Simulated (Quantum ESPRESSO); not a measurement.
## Au: equation of state with PBE

Au:

```xyz
1
Lattice="0.0000 2.0350 2.0350 2.0350 0.0000 2.0350 2.0350 2.0350 0.0000" Properties=species:S:1:pos:R:3 pbc="T T T"
Au    0.0000    0.0000    0.0000
```

```json
{
  "Program": "Quantum ESPRESSO 7.5",
  "Task": "equation of state",
  "Functional": "PBE",
  "Potentials or basis": "Ansatz NC SR PBE",
  "Cutoff": "1034 eV",
  "Density cutoff": "4136 eV",
  "k mesh": "11 × 11 × 11",
  "Occupations": "fermi-dirac, width 0.05 eV",
  "Spin": "no spin polarisation"
}
```

```
Equilibrium volume : 17.96 Å³/atom (rough: see the caveat)
Bulk modulus       : 142 GPa (rough)
```

Energy against volume, from the lowest point:
```csv
volume (Å³/atom),energy (meV/atom)
15.843,146.76
16.181,98.94
16.518,62.05
16.855,34.78
17.192,16.00
17.529,4.70
17.866,0.00
```

All runs of the series together: 92 s on 1 thread of Arm Neoverse V1 (shared host).

Caveat: the minimum lies outside the volumes run. Spin-orbit coupling is left out, which matters for the levels of Au.
